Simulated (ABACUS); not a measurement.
Crystal: I.

```
CELL_PARAMETERS angstrom
0.00000 2.36560 3.90984
2.19225 0.00000 3.90984
2.19225 2.36560 0.00000
ATOMIC_POSITIONS crystal
I 0.00000 0.00000 0.00000
```

* Program: ABACUS 3.10.1
* Task: relaxation of cell and atoms
* Functional: RPBE
* Potentials or basis: PseudoDojo NC SR 0.4.1 PBE standard
* Cutoff: 1361 eV
* Density cutoff: 5442 eV
* Basis: DZP LCAO (the cutoffs set its grid)
* k mesh: 6 × 6 × 6
* Occupations: fermi-dirac, width 0.05 eV
* Spin: no spin polarisation

At the start: pressure 2.8 GPa; volume 40.55 Å³/atom.

Q: How do energy, volume and symmetry change on relaxing?

A: Over 14 steps the energy falls by 84.3 meV/atom and the volume is 56.63 Å³/atom (+39.6 %); space group Fmmm (No. 69, to 0.05 Å).

The path:
```csv
step,energy change (eV),largest force (eV/Å),pressure (GPa),volume (Å³)
1,0.0000,0.0000,2.83,40.55
2,-0.0354,0.0000,0.12,45.07
3,-0.0354,0.0000,0.20,44.87
4,-0.0455,0.0000,0.17,45.89
5,-0.0669,0.0000,0.14,48.95
6,-0.0832,0.0000,0.18,54.94
7,-0.0833,0.0000,0.19,55.63
8,-0.0822,0.0000,-0.37,57.93
9,-0.0838,0.0000,-0.02,56.44
10,-0.0840,0.0000,-0.02,56.52
11,-0.0843,0.0000,-0.02,56.77
12,-0.0843,0.0000,0.04,56.55
13,-0.0843,0.0000,0.02,56.64
14,-0.0843,0.0000,0.00,56.63
```

Final structure:
```cif
data_structure
_symmetry_space_group_name_H-M 'P 1'
_symmetry_Int_Tables_number 1
_cell_length_a 5.6723
_cell_length_b 5.6118
_cell_length_c 3.3260
_cell_angle_alpha 73.856
_cell_angle_beta 71.865
_cell_angle_gamma 34.280
_cell_volume 56.63
loop_
_atom_site_label
_atom_site_type_symbol
_atom_site_fract_x
_atom_site_fract_y
_atom_site_fract_z
_atom_site_occupancy
I1 I 0.00000 0.00000 0.00000 1
```

Caveat: the atomic orbitals were generated for these runs and aren't a published set; the volume moved by over 15 % at a fixed basis, so the end points are rough; the potentials were made for another functional, which shifts forces and pressure; the basis of atomic orbitals isn't converged, which shifts pressures, moduli and gaps.
